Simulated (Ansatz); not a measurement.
Au, DFT, PBE, all-electron LAPW, scalar-relativistic (Ansatz 0.2.0), run on 1 thread of Intel(R) Xeon(R) Platinum 8375C CPU @ 2.90GHz (Ice Lake) on a shared host.

The cell is COD entry 1545302, as deposited and not checked against the literature; nothing was relaxed. The listed cell was then made from it by scaling, straining or moving an atom.

Command: `ansatz run input.yaml --threads 1 --pin off --max-ram 3072MiB --backend cpu --events-out ev --progress --plain --runs-dir out`

```yaml
crystal:
  lattice:
    - [2.8999984104, 0.0434999762, 0.0434999762]
    - [-1.4123271208, 2.4897223063, 0.0159220963]
    - [0.0732, 0.0732, 4.88]
  atoms:
    - { symbol: Au, position: [0.3333333333, 0.6666666667, 0.75] }
    - { symbol: Au, position: [0.6666666667, 0.3333333333, 0.25] }
kpoints:
  mp_grid: { grid: [14, 14, 8] }
  band_path:
    path:
      - [0.0, 0.0, 0.0]
      - [0.0, -0.5, 0.0]
      - [0.0, 0.0, 0.5]
      - [0.0, 0.0, 0.0]
      - [-0.5, 0.0, 0.0]
      - [-0.5, 0.5, -0.5]
      - [0.0, 0.0, 0.0]
      - [-0.5, 0.0, -0.5]
      - [-0.5, 0.5, 0.0]
    npoints: 5
scf:
  occupations: { method: fermi_dirac, width: 0.03 }
hamiltonian:
  xc: pbe
  pseudopotentials: { kind: all_electron, lapw: { basis_error: 0.0005 } }
output:
  forces: true
  stress: true
  eigenvalues: true
```

Problem. How large is the problem that the program sets up?

Solution. 788 irreducible k-points, 351 plane waves at Γ, 52 bands.

Problem. Estimate the wall time and the peak memory.

Solution. 6.1 min of wall time for 8 SCF iterations, with a peak of 2.7 GiB. Times on shared machines scatter by tens of per cent.
